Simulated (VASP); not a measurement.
Runs of VASP 6.6.1 on Ti. It takes space group P6/mmm (No. 191, hexagonal). The conventional cell has a = 4.567 Å, b = 4.567 Å, c = 2.826 Å, α = 90.00°, β = 90.00°, γ = 120.00°. Ti (site symmetry 6/mmm) is surrounded by 14 Ti at 2.83 to 2.99 Å. Ti (site symmetry -6m2) is surrounded by 11 Ti at 2.64 to 2.99 Å. This isn't the form of Ti at room conditions, which is hcp.

```tsv
task	level	potentials or basis	cell	k mesh	cutoff (eV)	mesh quality	gap on the mesh (eV)	pressure (GPa)	relaxed volume (Å³/atom)
relaxation of cell and atoms	PBEsol	VASP PAW PBE potentials, release 64 (Ti_sv)	relaxed	6 × 6 × 6	600	coarse	none	0.0	(b)
relaxation of cell and atoms	PBEsol	VASP PAW PBE potentials, release 64 (Ti_sv)	relaxed	12 × 12 × 14	600	not flagged	none	0.0	16.44
single point	PBEsol	VASP PAW PBE potentials, release 64 (Ti_sv)	as given	12 × 12 × 14	520	not flagged	none	-3.9	-
relaxation of cell and atoms	LDA	VASP PAW LDA potentials, release 64 (Ti_sv)	relaxed	12 × 12 × 14	600	not flagged	none	0.0	15.83
relaxation of cell and atoms	RPBE	VASP PAW PBE potentials, release 64 (Ti_sv)	relaxed	12 × 12 × 14	600	not flagged	none	0.0	(a)
```

Alike in all rows: no spin polarisation; smearing gaussian 0.1 eV.

Q: Fill in the values left out.

A: (a) 17.62; (b) 16.46.

Caveats: some runs use coarse meshes; the PAW data sets were made with another functional, which shifts forces and pressure a little (some runs).

A gap of «none» marks a metal or a gap under the smearing width.

Runs at the PBE level aren't shown here.
